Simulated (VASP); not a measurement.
LiCl (zincblende), GW calculation on PBE orbitals: Ansatz's output and VASP's

```xyz
2
Lattice="0.0000 2.7330 2.7330 2.7330 0.0000 2.7330 2.7330 2.7330 0.0000" Properties=species:S:1:pos:R:3 pbc="T T T"
Li    0.0000    0.0000    0.0000
Cl    1.3665    1.3665    1.3665
```

Ansatz printed

```
SCF 1 converged in 6 iterations: F = -1287.873010 eV  dr2 = 1.80e-11
  greatest PAW one-centre occupation: 1.000 electrons in one spin orbital (limit 2), on the Li atom at site 0 (counted from 0), in its partial waves of l = 0
NSCF: frozen V_eff on 8 k-points
G₀W₀ screening: q 1/8
G₀W₀ screening: q 2/8 (q-point 5)
G₀W₀ screening: q 3/8 (q-point 6)
G₀W₀ screening: q 4/8 (q-point 2)
G₀W₀ screening: q 5/8 (q-point 4)
G₀W₀ screening: q 6/8 (q-point 8)
G₀W₀ screening: q 7/8 (q-point 3)
G₀W₀ screening: q 8/8 (q-point 7)
G₀W₀ self-energy: k 1/6
G₀W₀ self-energy: k 2/6
G₀W₀ self-energy: k 3/6
G₀W₀ self-energy: k 4/6
G₀W₀ self-energy: k 5/6
G₀W₀ self-energy: k 6/6
NSCF: frozen V_eff on 1 k-points
SCF converged after 6 iterations
Free energy (F): -1287.873010 eV
Harris-Foulkes:  -1287.873010 eV  (|F-HF|=4.32e-12)
Internal energy: -1287.873010 eV  (E = F + TS)
E sigma→0 (E₀):  -1287.873010 eV
Fermi energy:    -0.208361 eV
--- Per-component energies (eV) ---
  E_band       = -117.965048
  E_kinetic    = 183.915445
  E_local      = -396.193468  (includes V_loc(G=0)·N_el)
  E_nonlocal   = -4.645987
  E_hartree    = 122.737931
  E_xc         = -118.554486
  E_vxc        = -136.727668  (∫ρ·V_xc dr)
  E_paw        = -680.500793  (= ΣΔE_a)
  E_vpaw       = -9.789302  (= ΣTr[D̂ρ^β])
  E_aug_tail   = 0.000102  (compensation charges beyond the density's cutoff)
  E_ewald      = -394.631753
  E_smearing   = -0.000000  (= −TS)
  E_closure    = 0.000000  (closes the sum)
  Σ components = -1287.873010   (vs F -1287.873010, Δ=0.00e0)
--- Band table (eV; the first three rows and the last of 8) ---
  k-point 0: bands = ["-43.0299", "-12.9433", "-0.2084", "-0.2084", "-0.2084", "5.8404", "9.8999", "9.8999", "9.8999"]
  k-point 1: bands = ["-43.0291", "-12.8005", "-1.3451", "-0.3605", "-0.3605", "7.1124", "10.2215", "10.2856", "10.2856"]
  k-point 2: bands = ["-43.0284", "-12.6471", "-2.2415", "-0.5002", "-0.5002", "8.1489", "10.0708", "10.0708", "10.5455"]
  k-point 7: bands = ["-43.0278", "-12.5516", "-1.6228", "-1.3423", "-1.1944", "7.9257", "10.5081", "10.6004", "11.6200"]
--- G₀W₀: contour deformation, 6 samples at zero and on the imaginary axis and 2 off it, 64 q-points, 121 empty bands' worth ---
  eigenvalues of the whole cell's RPA ε∞ on this k-mesh (on a slab, of 1 + 4πα/V) = 2.3209, 2.3209, 2.3209; static W/v taken at q = 0 is 0.430872
  bands read: the sum over 126 bands ends inside a degenerate multiplet in 1 slot, whose members it reads at an even weight; the widest, k=2: bands 126 to 127 (counted from 1) at 1/2 each
  gw.qp_kpoints: band_edges: 6 of 8 stored k-points solved, in 1 pass; an edge of the gap read off the rows below is read off those points alone
    valence top: of the k-points left out ik 4 came nearest to being solved in a further pass, in band 5 (counted from 1, as in the quasiparticle table): it holds the edge there only if its correction is more favourable than any solved in that band by at least 0.582 eV; those differ by 0.132 eV
    conduction bottom: of the k-points left out ik 4 came nearest to being solved in a further pass, in band 6 (counted from 1, as in the quasiparticle table): it holds the edge there only if its correction is more favourable than any solved in that band by at least 1.862 eV; those differ by 0.294 eV
    ik  band        ε_KS         Σx   Σc(E_QP)       V_xc       Z   E_QP_lin       E_QP  E_QP is
     0     4     -0.2084   -21.2151     2.4198   -16.8360  0.8059    -2.2068    -2.1676  root
     0     5     -0.2084   -21.2151     2.4198   -16.8360  0.8059    -2.2068    -2.1676  root
     0     6      5.8404    -4.5771    -3.1745    -8.4569  0.8586     6.5492     6.5457  root
     0     7      9.8999    -3.9414    -3.5993    -8.9501  0.8494    11.3264    11.3093  root
     1     4     -0.3605   -21.0406     2.4464   -16.6113  0.8053    -2.3844    -2.3434  root
     1     5     -0.3605   -21.0406     2.4464   -16.6113  0.8053    -2.3844    -2.3434  root
     1     6      7.1124    -4.9351    -3.2812    -9.0615  0.8527     7.9630     7.9575  root
     1     7     10.2215    -4.8467    -3.6405    -9.7625  0.8411    11.5126    11.4968  root
     2     4     -0.5002   -20.9102     2.4770   -16.4269  0.8046    -2.5494    -2.5064  root
     2     5     -0.5002   -20.9102     2.4770   -16.4269  0.8046    -2.5494    -2.5064  root
     2     6      8.1489    -4.4602    -3.3568    -8.8159  0.8539     9.1556     9.1478  root
     2     7     10.0708    -3.7870    -3.5581    -8.6561  0.8490    11.3970    11.3817  root
     3     4     -0.6569   -20.6377     2.4931   -16.1151  0.8045    -2.7313    -2.6864  root
     3     5     -0.6569   -20.6377     2.4931   -16.1151  0.8045    -2.7313    -2.6864  root
     3     6      7.0071    -4.4980    -3.2240    -8.5650  0.8542     7.8555     7.8501  root
     3     7      9.9286    -4.4154    -3.5285    -9.2336  0.8486    11.2329    11.2184  root
     5     4     -1.0819   -20.2247     2.5822   -15.5369  0.8027    -3.2391    -3.1875  root
     5     5     -0.5113   -20.8716     2.4732   -16.3924  0.8047    -2.5602    -2.5173  root
     5     6      8.6273    -5.0579    -3.4403    -9.4461  0.8446     9.5831     9.5751  root
     5     7      9.0836    -3.6585    -3.3979    -8.1189  0.8516    10.1558    10.1462  root
     6     4     -1.0497   -20.2481     2.5763   -15.5801  0.8026    -3.1920    -3.1413  root
     6     5     -1.0497   -20.2481     2.5763   -15.5801  0.8026    -3.1920    -3.1413  root
     6     6      6.4206    -3.1330    -3.0545    -6.9547  0.8624     7.1920     7.1879  root
     6     7      9.3816    -4.1550    -3.3504    -8.6527  0.8539    10.5393    10.5288  root
```

Datasets and cutoffs are each program's own. VASP's cell holds 10 valence electrons and Ansatz's 10. Both sum 121 empty bands with a screening cutoff of 120 eV, short of the basis and mesh limit, and the G₀W₀ gap is that of the linearised levels of the first step.

Problem. What does VASP give for the same cell and level of theory?

Solution. PBE gap on the mesh 6.05 eV; G₀W₀ gap on the mesh 8.77 eV.

From OUTCAR

```
k-points           NKPTS =      8   k-points in BZ     NKDIM =     64   number of bands    NBANDS=    126

   NELECT =      10.0000    total number of electrons

   dimension x,y,z NGX =    28 NGY =   28 NGZ =   28
   dimension x,y,z NGXF=    56 NGYF=   56 NGZF=   56

  energy-cutoff  :      500.00
  volume of cell :       40.83
      direct lattice vectors                 reciprocal lattice vectors
     0.000000000  2.733042534  2.733042534    -0.182946293  0.182946293  0.182946293
     2.733042534  0.000000000  2.733042534     0.182946293 -0.182946293  0.182946293
     2.733042534  2.733042534  0.000000000     0.182946293  0.182946293 -0.182946293

 k-points in reciprocal lattice and weights: KPOINTS created by Atomic Simulation Env
   0.00000000  0.00000000  0.00000000       0.016
   0.25000000  0.00000000  0.00000000       0.125
   0.50000000  0.00000000  0.00000000       0.062
   0.25000000  0.25000000  0.00000000       0.094
   0.50000000  0.25000000  0.00000000       0.375
  -0.25000000  0.25000000  0.00000000       0.188
   0.50000000  0.50000000  0.00000000       0.047
  -0.25000000  0.50000000  0.25000000       0.094

 QP shifts <psi_nk| G(iteration)W_0 |psi_nk>: iteration 1
 for sc-GW calculations column KS-energies equals QP-energies in previous step
 and V_xc(KS)=  KS-energies - (<T + V_ion + V_H > + <T+V_H+V_ion>^1  + <V_x>^1)

 k-point   1 :       0.0000    0.0000    0.0000
  band No.  KS-energies  QP-energies   sigma(KS)   V_xc(KS)     V^pw_x(r,r')   Z            occupation Imag(sigma)

      1     -44.3572     -53.4126     -38.8808     -27.5996     -43.3204       0.8027       2.0000       0.1602
      2     -14.2726     -15.7588     -17.0695     -15.0456     -24.3523       0.7343       2.0000       1.5387
      3      -1.5359      -3.5238     -17.0395     -14.5596     -18.9377       0.8016       2.0000       0.1028
      4      -1.5359      -3.5238     -17.0395     -14.5596     -18.9377       0.8016       2.0000       0.1028
      5      -1.5359      -3.5238     -17.0395     -14.5596     -18.9377       0.8016       2.0000       0.1028
      6       4.5107       5.2477      -6.5777      -7.4425      -3.5618       0.8522       0.0000      -0.1021
      7       8.5709       9.9914      -7.0794      -8.7663      -3.7557       0.8421       0.0000      -0.1170
      8       8.5709       9.9914      -7.0794      -8.7663      -3.7557       0.8421       0.0000      -0.1170
      9       8.5709       9.9914      -7.0794      -8.7663      -3.7557       0.8421       0.0000      -0.1170
     10      12.7563      14.4770      -8.2180     -10.3140      -4.4494       0.8210       0.0000      -0.1754
     11      12.7563      14.4770      -8.2180     -10.3140      -4.4494       0.8210       0.0000      -0.1754
     12      16.1680      16.8474      -5.4862      -6.3071      -1.4140       0.8277       0.0000      -0.4609
     13      16.1680      16.8474      -5.4862      -6.3071      -1.4140       0.8277       0.0000      -0.4609

 ...

 QP shifts <psi_nk| G(iteration)W_0 |psi_nk>: iteration 2

 k-point   1 :       0.0000    0.0000    0.0000
  band No. old QP-enery  QP-energies   sigma(KS)   T+V_ion+V_H  V^pw_x(r,r')   Z            occupation Imag(sigma)

      1     -53.4126     -55.2101     -38.8615     -16.7576     -43.3204       0.8146       2.0000       0.1652
      2     -15.7588     -16.1683     -17.1024       0.7729     -24.3523       0.7176       2.0000       1.3659
      3      -3.5238      -3.8290     -16.9274      13.0237     -18.9377       0.8033       2.0000       0.1070
      4      -3.5238      -3.8290     -16.9274      13.0237     -18.9377       0.8033       2.0000       0.1070
      5      -3.5238      -3.8290     -16.9274      13.0237     -18.9377       0.8033       2.0000       0.1070
      6       5.2477       5.3417      -6.5956      11.9532      -3.5618       0.8551       0.0000      -0.1028
      7       9.9914      10.1415      -7.1674      17.3372      -3.7557       0.8413       0.0000      -0.1219
      8       9.9914      10.1415      -7.1674      17.3372      -3.7557       0.8413       0.0000      -0.1219
      9       9.9914      10.1415      -7.1674      17.3372      -3.7557       0.8413       0.0000      -0.1219
     10      14.4770      14.6571      -8.3730      23.0702      -4.4494       0.8181       0.0000      -0.1994
     11      14.4770      14.6571      -8.3730      23.0702      -4.4494       0.8181       0.0000      -0.1994
     12      16.8474      16.9773      -5.4700      22.4750      -1.4140       0.8238       0.0000      -0.4163
     13      16.8474      16.9773      -5.4700      22.4750      -1.4140       0.8238       0.0000      -0.4163

 ...

 QP shifts <psi_nk| G(iteration)W_0 |psi_nk>: iteration 3

 k-point   1 :       0.0000    0.0000    0.0000
  band No. old QP-enery  QP-energies   sigma(KS)   T+V_ion+V_H  V^pw_x(r,r')   Z            occupation Imag(sigma)

      1     -55.2101     -55.5204     -38.8394     -16.7576     -43.3204       0.8019       2.0000       0.1709
      2     -16.1683     -16.2741     -17.0885       0.7729     -24.3523       0.7185       2.0000       1.3871
      3      -3.8290      -3.8801     -16.9163      13.0237     -18.9377       0.8037       2.0000       0.1074
      4      -3.8290      -3.8801     -16.9163      13.0237     -18.9377       0.8037       2.0000       0.1074
      5      -3.8290      -3.8801     -16.9163      13.0237     -18.9377       0.8037       2.0000       0.1074
      6       5.3417       5.3531      -6.5982      11.9532      -3.5618       0.8551       0.0000      -0.1018
      7      10.1415      10.1580      -7.1760      17.3372      -3.7557       0.8412       0.0000      -0.1215
      8      10.1415      10.1580      -7.1760      17.3372      -3.7557       0.8412       0.0000      -0.1215
      9      10.1415      10.1580      -7.1760      17.3372      -3.7557       0.8412       0.0000      -0.1215
     10      14.6571      14.6770      -8.3888      23.0702      -4.4494       0.8178       0.0000      -0.2016
     11      14.6571      14.6770      -8.3888      23.0702      -4.4494       0.8178       0.0000      -0.2016
     12      16.9773      16.9956      -5.4756      22.4750      -1.4140       0.8239       0.0000      -0.4164
     13      16.9773      16.9956      -5.4756      22.4750      -1.4140       0.8239       0.0000      -0.4164

 ...
```
